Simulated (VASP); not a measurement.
Wanted: an ASE script for a VASP 6.6.1 run.

```
Task                   : single point
Functional             : RPBE
Potentials or basis    : VASP PAW PBE potentials, release 64 (Re)
Cutoff                 : 520 eV
k mesh                 : 12 × 12 × 12
Occupations            : gaussian, width 0.1 eV
Spin                   : no spin polarisation
Further INCAR settings : ALGO = Fast; EDIFF = 1.00e-06; NBANDS = 10
```

The structure of Re lies in Re.cif:

```cif
data_Re
_cell_length_a 3.95000000
_cell_length_b 3.95000000
_cell_length_c 3.95000000
_cell_angle_alpha 90.00000000
_cell_angle_beta 90.00000000
_cell_angle_gamma 90.00000000
_space_group_name_H-M_alt 'Fm-3m'
_space_group_name_Hall '-F 4 2 3'
_space_group_IT_number 225
loop_
_space_group_symop_operation_xyz
'x,y,z'
'-x,-y,-z'
'-y,x,z'
'y,-x,-z'
'-x,-y,z'
'x,y,-z'
'y,-x,z'
'-y,x,-z'
'x,-y,-z'
'-x,y,z'
'-y,-x,-z'
'y,x,z'
'-x,y,-z'
'x,-y,z'
'y,x,-z'
'-y,-x,z'
'z,x,y'
'-z,-x,-y'
'z,-y,x'
'-z,y,-x'
'z,-x,-y'
'-z,x,y'
'z,y,-x'
'-z,-y,x'
'-z,x,-y'
'z,-x,y'
'-z,-y,-x'
'z,y,x'
'-z,-x,y'
'z,x,-y'
'-z,y,x'
'z,-y,-x'
'y,z,x'
'-y,-z,-x'
'x,z,-y'
'-x,-z,y'
'-y,z,-x'
'y,-z,x'
'-x,z,y'
'x,-z,-y'
'-y,-z,x'
'y,z,-x'
'-x,-z,-y'
'x,z,y'
'y,-z,-x'
'-y,z,x'
'x,-z,y'
'-x,z,-y'
'x,y+1/2,z+1/2'
'-x,-y+1/2,-z+1/2'
'-y,x+1/2,z+1/2'
'y,-x+1/2,-z+1/2'
'-x,-y+1/2,z+1/2'
'x,y+1/2,-z+1/2'
'y,-x+1/2,z+1/2'
'-y,x+1/2,-z+1/2'
'x,-y+1/2,-z+1/2'
'-x,y+1/2,z+1/2'
'-y,-x+1/2,-z+1/2'
'y,x+1/2,z+1/2'
'-x,y+1/2,-z+1/2'
'x,-y+1/2,z+1/2'
'y,x+1/2,-z+1/2'
'-y,-x+1/2,z+1/2'
'z,x+1/2,y+1/2'
'-z,-x+1/2,-y+1/2'
'z,-y+1/2,x+1/2'
'-z,y+1/2,-x+1/2'
'z,-x+1/2,-y+1/2'
'-z,x+1/2,y+1/2'
'z,y+1/2,-x+1/2'
'-z,-y+1/2,x+1/2'
'-z,x+1/2,-y+1/2'
'z,-x+1/2,y+1/2'
'-z,-y+1/2,-x+1/2'
'z,y+1/2,x+1/2'
'-z,-x+1/2,y+1/2'
'z,x+1/2,-y+1/2'
'-z,y+1/2,x+1/2'
'z,-y+1/2,-x+1/2'
'y,z+1/2,x+1/2'
'-y,-z+1/2,-x+1/2'
'x,z+1/2,-y+1/2'
'-x,-z+1/2,y+1/2'
'-y,z+1/2,-x+1/2'
'y,-z+1/2,x+1/2'
'-x,z+1/2,y+1/2'
'x,-z+1/2,-y+1/2'
'-y,-z+1/2,x+1/2'
'y,z+1/2,-x+1/2'
'-x,-z+1/2,-y+1/2'
'x,z+1/2,y+1/2'
'y,-z+1/2,-x+1/2'
'-y,z+1/2,x+1/2'
'x,-z+1/2,y+1/2'
'-x,z+1/2,-y+1/2'
'x+1/2,y,z+1/2'
'-x+1/2,-y,-z+1/2'
'-y+1/2,x,z+1/2'
'y+1/2,-x,-z+1/2'
'-x+1/2,-y,z+1/2'
'x+1/2,y,-z+1/2'
'y+1/2,-x,z+1/2'
'-y+1/2,x,-z+1/2'
'x+1/2,-y,-z+1/2'
'-x+1/2,y,z+1/2'
'-y+1/2,-x,-z+1/2'
'y+1/2,x,z+1/2'
'-x+1/2,y,-z+1/2'
'x+1/2,-y,z+1/2'
'y+1/2,x,-z+1/2'
'-y+1/2,-x,z+1/2'
'z+1/2,x,y+1/2'
'-z+1/2,-x,-y+1/2'
'z+1/2,-y,x+1/2'
'-z+1/2,y,-x+1/2'
'z+1/2,-x,-y+1/2'
'-z+1/2,x,y+1/2'
'z+1/2,y,-x+1/2'
'-z+1/2,-y,x+1/2'
'-z+1/2,x,-y+1/2'
'z+1/2,-x,y+1/2'
'-z+1/2,-y,-x+1/2'
'z+1/2,y,x+1/2'
'-z+1/2,-x,y+1/2'
'z+1/2,x,-y+1/2'
'-z+1/2,y,x+1/2'
'z+1/2,-y,-x+1/2'
'y+1/2,z,x+1/2'
'-y+1/2,-z,-x+1/2'
'x+1/2,z,-y+1/2'
'-x+1/2,-z,y+1/2'
'-y+1/2,z,-x+1/2'
'y+1/2,-z,x+1/2'
'-x+1/2,z,y+1/2'
'x+1/2,-z,-y+1/2'
'-y+1/2,-z,x+1/2'
'y+1/2,z,-x+1/2'
'-x+1/2,-z,-y+1/2'
'x+1/2,z,y+1/2'
'y+1/2,-z,-x+1/2'
'-y+1/2,z,x+1/2'
'x+1/2,-z,y+1/2'
'-x+1/2,z,-y+1/2'
'x+1/2,y+1/2,z'
'-x+1/2,-y+1/2,-z'
'-y+1/2,x+1/2,z'
'y+1/2,-x+1/2,-z'
'-x+1/2,-y+1/2,z'
'x+1/2,y+1/2,-z'
'y+1/2,-x+1/2,z'
'-y+1/2,x+1/2,-z'
'x+1/2,-y+1/2,-z'
'-x+1/2,y+1/2,z'
'-y+1/2,-x+1/2,-z'
'y+1/2,x+1/2,z'
'-x+1/2,y+1/2,-z'
'x+1/2,-y+1/2,z'
'y+1/2,x+1/2,-z'
'-y+1/2,-x+1/2,z'
'z+1/2,x+1/2,y'
'-z+1/2,-x+1/2,-y'
'z+1/2,-y+1/2,x'
'-z+1/2,y+1/2,-x'
'z+1/2,-x+1/2,-y'
'-z+1/2,x+1/2,y'
'z+1/2,y+1/2,-x'
'-z+1/2,-y+1/2,x'
'-z+1/2,x+1/2,-y'
'z+1/2,-x+1/2,y'
'-z+1/2,-y+1/2,-x'
'z+1/2,y+1/2,x'
'-z+1/2,-x+1/2,y'
'z+1/2,x+1/2,-y'
'-z+1/2,y+1/2,x'
'z+1/2,-y+1/2,-x'
'y+1/2,z+1/2,x'
'-y+1/2,-z+1/2,-x'
'x+1/2,z+1/2,-y'
'-x+1/2,-z+1/2,y'
'-y+1/2,z+1/2,-x'
'y+1/2,-z+1/2,x'
'-x+1/2,z+1/2,y'
'x+1/2,-z+1/2,-y'
'-y+1/2,-z+1/2,x'
'y+1/2,z+1/2,-x'
'-x+1/2,-z+1/2,-y'
'x+1/2,z+1/2,y'
'y+1/2,-z+1/2,-x'
'-y+1/2,z+1/2,x'
'x+1/2,-z+1/2,y'
'-x+1/2,z+1/2,-y'
loop_
_atom_site_label
_atom_site_type_symbol
_atom_site_symmetry_multiplicity
_atom_site_Wyckoff_symbol
_atom_site_fract_x
_atom_site_fract_y
_atom_site_fract_z
_atom_site_occupancy
Re1 Re 4 a 0.0000000000 0.0000000000 0.0000000000 1
```

This isn't the form of Re at room conditions, which is hcp.

These files were run (other wordings do the same):

run.py

```python
from ase.calculators.vasp import Vasp
from ase.dft.bandgap import bandgap
from ase.io import read

atoms = read('Re.cif', primitive_cell=True, subtrans_included=False)
calc = Vasp(
    directory='calc',
    xc='rpbe',
    pp='PBE',
    setups='recommended',
    prec='Accurate',
    encut=520,
    ediff=1e-06,
    ismear=0,
    sigma=0.1,
    lreal=False,
    lasph=True,
    nelm=60,
    algo='Fast',
    isif=2,
    lwave=False,
    lcharg=False,
    kpts=[12, 12, 12],
    gamma=True,
    nbands=10,
)
atoms.calc = calc

print('energy (eV):', atoms.get_potential_energy())
print('free energy (eV):', atoms.get_potential_energy(force_consistent=True))
print('forces (eV/A):')
print(atoms.get_forces())
print('stress (eV/A^3, Voigt):', atoms.get_stress())
print('Fermi level (eV):', calc.get_fermi_level())
gap, top, bottom = bandgap(calc)
print('band gap (eV):', gap, 'from (spin, k, band)', top, 'to', bottom)
```

Potentials or basis: VASP PAW PBE potentials, release 64 (Re).

Launch:

```bash
$ python run.py
```

Results of the run:

```yaml
Pressure: -6.3 GPa
Band_gap_on_the_k_mesh: none (metal or under the smearing width)
```

Caveat: the PAW data sets were made with another functional, which shifts forces and pressure a little.

Wall time 15 s on 1 thread of AMD EPYC 9R45 (Zen 5) (shared host), peak memory 0.11 GiB.
